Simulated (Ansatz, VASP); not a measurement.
One calculation of Sc, two programs

File INCAR:

```
SYSTEM = Sc
AGGAC = 1.0
AGGAX = 1.0
ALDAC = 0.0
ALDAX = 1.0
ALGO = Normal
EDIFF = 1E-6
ENCUT = 520
GGA = B5
ISIF = 2
ISMEAR = -1
LASPH = .True.
LCHARG = .False.
LREAL = .False.
LWAVE = .False.
NBANDS = 12
NELM = 100
PREC = Accurate
SIGMA = 0.1
```

The input KPOINTS:

```
k-points
0
Gamma
  12 12 12
  0 0 0
```

Contents of POSCAR:

```
Sc
1.0
    3.0766433273      0.0000000000      0.0000000000
    0.0000000000      3.0766433273      0.0000000000
    0.0000000000      0.0000000000      3.0766433273
Sc
1
Direct
    0.0000000000      0.0000000000      0.0000000000
```

Input for Ansatz:

```yaml
crystal:
  lattice:
    - [3.0766433273, 0.0, 0.0]
    - [0.0, 3.0766433273, 0.0]
    - [0.0, 0.0, 3.0766433273]
  atoms:
    - { symbol: Sc, position: [0.0, 0.0, 0.0] }
hamiltonian:
  xc: blyp
  pseudopotentials:
    kind: paw
    azcp:
      Sc: "pseudopotentials/Sc.paw.azcp"
basis:
  ecutwfc: 420
  fft_grid_basis: typed
kpoints:
  mp_grid: { grid: [12, 12, 12], shift: [0, 0, 0] }
magnetization:
  spin_polarized: false
scf:
  occupations: { method: fermi_dirac, width: 0.1 }
  lower_state_search: "off"
output:
  stress: true
```

Alike in both runs: task single point; functional BLYP; k mesh 12 × 12 × 12; occupations fermi-dirac, width 0.1 eV; no spin polarisation.

```csv
,VASP,Ansatz
version,VASP 6.6.1,Ansatz 0.2.0
potentials or method,"VASP PAW PBE potentials, release 64 (Sc_sv)","plane waves (420 eV) with PAW, scalar-relativistic"
plane-wave cutoff (eV),520,420
valence electrons in the cell,11,11
```

```tsv
	VASP	Ansatz	Ansatz less VASP
pressure (GPa)	-2.2	-2.2	+0.02
```

With one functional, cell and mesh, what is left measures potentials, basis and numerics.

Caveats: the PAW data sets were made with another functional, which shifts forces and pressure a little (VASP).
